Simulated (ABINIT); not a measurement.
Write the native input for ABINIT 10.8.3 (patched build) that does the following.

```yaml
Task: band structure
Functional: BLYP
Potentials_or_basis: JTH PAW PBE v2.0
Cutoff: 408 eV
k_mesh: 12 × 12 × 12
Occupations: fermi-dirac, width 0.05 eV
Spin: no spin polarisation
Fine-grid_cutoff: 816.342 eV
Exchange_and_correlation_inside_the_PAW_spheres: full angular mesh (pawxcdev 0, this build's default; the released program takes 1)
```

Crystal: Mo.

```
Mo
1.0
    -1.58381    1.58381    1.58381
     1.58381   -1.58381    1.58381
     1.58381    1.58381   -1.58381
Mo
1
Direct
  0.00000 0.00000 0.00000
```

These files were run (other wordings do the same):

run.abi

```
# Datasets: ground state, then fixed potential
ndtset 2

# Pseudopotentials
pp_dirpath "./"
pseudos "Mo.GGA_PBE-JTH.xml"

# Structure
acell 2.7432376088 2.7432376088 2.7432376088 Angstrom
rprim
    -0.5773502692     0.5773502692     0.5773502692
     0.5773502692    -0.5773502692     0.5773502692
     0.5773502692     0.5773502692    -0.5773502692
ntypat 1
znucl 42
natom 1
typat 1
xred
     0.0000000000     0.0000000000     0.0000000000

# Plane-wave basis
ecut 15.0
pawecutdg 30.0

# Exchange and correlation
ixc -106131

# Bands and occupations
occopt 3
tsmear 0.05 eV

# SCF cycle
nstep 100

# Output
iomode 3
prtwf 0
prteig 0
prtebands 0
enunit 1
prtden1 1

# Dataset 1
kptopt1 1
ngkpt1 12 12 12
nshiftk1 1
shiftk1 0.0 0.0 0.0
nband1 11
tolvrs1 1.0e-9

# Dataset 2: bands along G-H-N-G-P-H
iscf2 -2
getden2 1
nband2 17
nbdbuf2 4
tolwfr2 1.0e-11
kptopt2 -5
ndivsm2 6
prteig2 1
kptbounds2
     0.0000000000     0.0000000000     0.0000000000
     0.5000000000    -0.5000000000     0.5000000000
     0.0000000000     0.0000000000     0.5000000000
     0.0000000000     0.0000000000     0.0000000000
     0.2500000000     0.2500000000     0.2500000000
     0.5000000000    -0.5000000000     0.5000000000
```

Potentials or basis: JTH PAW PBE v2.0.

The run is started by

```bash
$ abinit run.abi > log 2>&1
```

Results of the run:

| Quantity | Value |
| --- | --- |
| Pressure | 8.4 GPa |
| Band gap on the k mesh | none (metal or under the smearing width) |
| Valence electrons inside the program's atomic spheres | Mo 11.34 (radii [1.1681] Å) |

Caveat: the PAW data sets were made with another functional, which shifts forces and pressure a little.

Wall time 11 s on 1 thread of Intel(R) Xeon(R) Processor @ 2.70GHz, with other jobs on the host, peak memory 0.11 GiB.
